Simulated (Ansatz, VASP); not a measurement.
One calculation of Si, two programs

```
Si
1.0
     1.92111   -3.37502    0.00000
     1.92111    3.37502    0.00000
     0.00000    0.00000    8.41001
Si
6
Direct
  0.00000 0.50000 0.33407
  0.50000 0.00000 0.66593
  0.50000 0.00000 0.16593
  0.00000 0.50000 0.83407
  0.00000 0.00000 0.50000
  0.50000 0.50000 0.00000
```

Alike in both runs: functional PBE; k mesh 6 × 6 × 2; occupations gaussian, width 0.1 eV; no spin polarisation.

Ansatz relaxed the structure, and its values are those at the end. VASP's run is a single point on that final structure, the one shown.

|  | VASP | Ansatz |
| --- | --- | --- |
| version | VASP 6.6.1 | Ansatz 0.2.0 |
| potentials or method | VASP PAW PBE potentials, release 64 (Si) | scalar-relativistic, plane waves, PAW |
| plane-wave cutoff (eV) | 520 | 420 |
| valence electrons in the cell | 24 | 24 |

```csv
,VASP,Ansatz,Ansatz less VASP
gap on the k mesh at the Fermi level (eV),none,none,-
pressure (GPa),-0.1,0.0,+0.08
```

A gap of «none» marks a metal or a gap that the smearing closes.

Caveats: the k mesh is coarse (spacing up to 0.37 Å⁻¹), so the values aren't converged.
